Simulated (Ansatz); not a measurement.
**TaN: how the settings move a single-point run**

Aim: see which settings change the result for TaN, by how much, and at what cost.

Program: Ansatz 0.2.0. Level of theory: reference: DFT, PBEsol, PAW with Ansatz's default frozen-core files, scalar-relativistic. These are calculated values, not measurements.

### Step 1. Starting point

It takes space group P-6m2 (No. 187, hexagonal). The conventional cell has a = 2.940 Å, b = 2.940 Å, c = 2.890 Å, α = 90.00°, β = 90.00°, γ = 120.00°. Ta (site symmetry -6m2) is surrounded by 6 N at 2.23 Å. N (site symmetry -6m2) is surrounded by 6 Ta at 2.23 Å.

As a file:

```
Ta N
1.0
     2.93994    0.00000    0.00000
    -1.46997    2.54606    0.00000
     0.00000    0.00000    2.89018
Ta N
1 1
Direct
  0.00000 0.00000 0.50000
  0.66667 0.33333 0.00000
```

### Step 2. The reference run

Contents of input.yaml:

```yaml
crystal:
  lattice:
    - [2.9399421781, 0.0, 0.0]
    - [-1.4699710891, 2.5460646119, 0.0]
    - [0.0, 0.0, 2.89017508]
  atoms:
    - { symbol: Ta, position: [0.0, 0.0, 0.5] }
    - { symbol: "N", position: [0.6666666667, 0.3333333333, 0.0] }
kpoints:
  mp_grid: { grid: [13, 13, 11] }
  band_path:
    path:
      - [0.0, 0.0, 0.0]
      - [0.5, 0.0, 0.0]
      - [0.3333333333, 0.3333333333, 0.0]
      - [0.0, 0.0, 0.0]
      - [0.0, 0.0, 0.5]
      - [0.5, 0.0, 0.5]
      - [0.3333333333, 0.3333333333, 0.5]
      - [0.0, 0.0, 0.5]
      - [0.5, 0.0, 0.5]
    npoints: 5
scf:
  occupations: { method: fermi_dirac, width: 0.05 }
hamiltonian:
  xc: pbesol
  pseudopotentials: { kind: paw }
output:
  forces: true
  stress: true
  eigenvalues: true
  efg: { contact_densities: true }
```

The run is started by

```console
$ ansatz run input.yaml --threads 1 --pin off --max-ram 2048MiB --backend cpu --events-out ev --progress --plain --runs-dir out
```

### Step 3. Changed: mp_grid.grid [10, 10, 9]

input.yaml, as its differences from that of step 2:

```diff
@@ -9,3 +9,3 @@
 kpoints:
-  mp_grid: { grid: [13, 13, 11] }
+  mp_grid: { grid: [10, 10, 9] }
   band_path:
```

**Question.** What will these runs give? Wanted: for each run, ending; energy change; pressure; gap; force.

The runs gave:

```csv
run,ending,energy change,pressure (GPa),gap (eV),force (eV/Å),cycles,time
reference,converged,0,-6.2,0.00,0.00,6,6.5 s
"1: mp_grid.grid [10, 10, 9]",converged,-0.3 meV/atom,-6.2,0.00,0.00,6,4.7 s
```

Residual by cycle in the longest SCF loop of each run; runs are numbered as in the table. The quantity is the density residual dr2, in eV.

```csv
cycle,reference,run 1
1,0.0597,0.0594
2,0.0253,0.00658
3,1.5e-4,7.2e-5
4,5.8e-6,1.6e-6
5,3.5e-8,1.5e-8
6,6.9e-10,2.4e-10
```

Changing the k-point mesh hardly moves the energy: -0.3 meV/atom.
